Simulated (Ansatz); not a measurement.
## Dielectric response of SrTiO3 (001), TiO2 faces films: cost of one run

Ansatz 0.2.0; plane-wave DFT, PBE, Ansatz PAW. The cell holds 18 atoms.

The input, input.yaml:

```yaml
crystal:
  lattice:
    - [3.905, 0.0, 0.0]
    - [0.0, 3.905, 0.0]
    - [0.0, 0.0, 29.715]
  atoms:
    - { symbol: Ti, position: [0.5, 0.5, 0.3028773347] }
    - { symbol: O, position: [0.0, 0.5, 0.3028773347] }
    - { symbol: O, position: [0.5, 0.0, 0.3028773347] }
[... 9 atom lines left out ...]
    - { symbol: O, position: [0.5, 0.0, 0.5657075551] }
    - { symbol: Sr, position: [0.0, 0.0, 0.6314151102] }
    - { symbol: O, position: [0.5, 0.5, 0.6314151102] }
    - { symbol: Ti, position: [0.5, 0.5, 0.6971226653] }
    - { symbol: O, position: [0.0, 0.5, 0.6971226653] }
    - { symbol: O, position: [0.5, 0.0, 0.6971226653] }
kpoints:
  mp_grid: { grid: [8, 8, 1] }
hamiltonian:
  xc: pbe
scf:
  occupations: { method: fixed }
  convergence: { dr2_threshold: 1.0e-09 }
efield:
  axis: 3
  dipole_correction: true
  ramp_position: 0.97
  ramp_width: 0.06
relax:
  f_tol: 0.003
  max_steps: 100
output:
  write_potential: true
  write_density: true
  volumetric_format: npy
```

Launch:

```
$ ansatz run input.yaml --threads 16 --pin off --max-ram 32768MiB --backend cpu --events-out ev --progress --plain --runs-dir out
```

The cutoff in use is 420 eV. For reference, a run of the same kind (13 atoms, 15 k-points, 65 bands and 7,751 plane waves; 61 SCF cycles) took 19 s and 2 GiB on the same hardware.

**Question.** How long does this run take on 16 threads of Arm Neoverse V1, shared host, and how much memory does it need?

A cutoff of 420 eV is a sphere of radius 10.5 Å⁻¹, so a cell of 453 Å³ holds about V·G³/6π² = 8,856 plane waves. At two electrons a band, the 144 electrons need 72 bands, and 18 more are carried. Symmetry cuts the 8×8×1 mesh from 64 to 15 points. The run has 15 k-points, 90 bands and 8,939 plane waves. Taking the work of a cycle as k-points × spins × bands × plane waves, that is 1.6 times the reference, or 31 s at the reference's 61 cycles. The run needed 76 SCF cycles over 7 ionic steps, which makes it about 38 s. One copy of the wavefunctions takes 0.18 GiB at 16 bytes a coefficient, against 0.11 GiB in the reference; grids, projectors and work arrays come on top. Measured: about 43 s, with a peak of 3 GiB. The estimate holds within 25 %.

[Logs are printed without paths, hosts, clocks, repeated set-up lines and the standing remarks that a program may print on its own settings, such as how far it seeks lower states.]

[Hosts, paths, dates, database ids (printed as entryN), source tags and the programs' standing remarks are cut or masked in the printed files.]

[Maps of the electrostatic potential energy from Ansatz leave out the sawtooth potential of an applied field or a dipole correction, so their vacuum need not be flat; planar profiles and work functions include it.]
